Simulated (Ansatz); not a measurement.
# AlN: the cell at several levels of theory

The task here is to estimate one member of a computed series from the others.

Code: Ansatz 0.2.0. PAW datasets, plane waves, zero pressure. The structure was generated, not taken from experiment, and needn't be the ground state; spin polarisation is off.

## Starting point

This is the cell as the run starts from it, not yet at rest; its lengths are not the crystal's.

The symmetry is P6_3/mmc (No. 194, hexagonal); a = 3.100 Å, c = 3.875 Å in the conventional setting, 8.06 Å³ an atom. Al has 5 N at 1.79–1.94 Å; N has 5 Al at 1.79–1.94 Å.

As a file:

```
Al N
1.0
     3.09983    0.00000    0.00000
    -1.54992    2.68453    0.00000
     0.00000    0.00000    3.87458
Al N
2 2
Direct
  0.33333 0.66667 0.25000
  0.66667 0.33333 0.75000
  0.66667 0.33333 0.25000
  0.33333 0.66667 0.75000
```

The first run:

input.yaml reads:

```yaml
crystal:
  lattice:
    - [3.0998302512, 0.0, 0.0]
    - [-1.5499151256, 2.684531745, 0.0]
    - [0.0, 0.0, 3.8745819]
  atoms:
    - { symbol: Al, position: [0.3333333333, 0.6666666667, 0.25] }
    - { symbol: Al, position: [0.6666666667, 0.3333333333, 0.75] }
    - { symbol: "N", position: [0.6666666667, 0.3333333333, 0.25] }
    - { symbol: "N", position: [0.3333333333, 0.6666666667, 0.75] }
kpoints:
  mp_grid: { grid: [12, 12, 6] }
hamiltonian:
  xc: pbe
scf:
  occupations: { method: fermi_dirac, width: 0.02 }
relax:
  f_tol: 0.005
  cell: {}
```

On the command line:

```
$ ansatz run input.yaml --threads 2 --pin off --max-ram 2211MiB --backend cpu --events-out ev --progress --plain --runs-dir out
```

Steps of the session up to this table: Relaxing with PBE; r2SCAN: cell and atoms; PBEsol: cell and atoms; Relaxing with LDA; Relaxing with HSE06.

One of the session's tables, all rows but one given; the rest of the session is left out.

| level | a (Å) | c (Å) | volume (Å³/atom) |
| --- | --- | --- | --- |
| PBE | 3.314 | 4.186 | 9.957 |
| r2SCAN | 3.292 | 4.137 | 9.709 |
| PBEsol | ? | ? | ? |
| LDA | 3.276 | 4.102 | 9.529 |
| HSE06 | 3.289 | 4.132 | 9.679 |

**Question.** Estimate the row for PBEsol.

The run gave: a (Å): 3.302; c (Å): 4.141; volume (Å³/atom): 9.773. In the column «a (Å)» it lies between r2SCAN (3.292) and PBE (3.314).

**Reading.** From the start to the first minimum the volume moved by +23.5 %. LDA gives the smallest cell and PBE the largest; they differ by 4.5 % in volume, a mean of 1.5 % in length. The meshes differ: PBE 12×12×6, r2SCAN 12×12×6, PBEsol 12×12×6, LDA 12×12×6, HSE06 6×6×4.
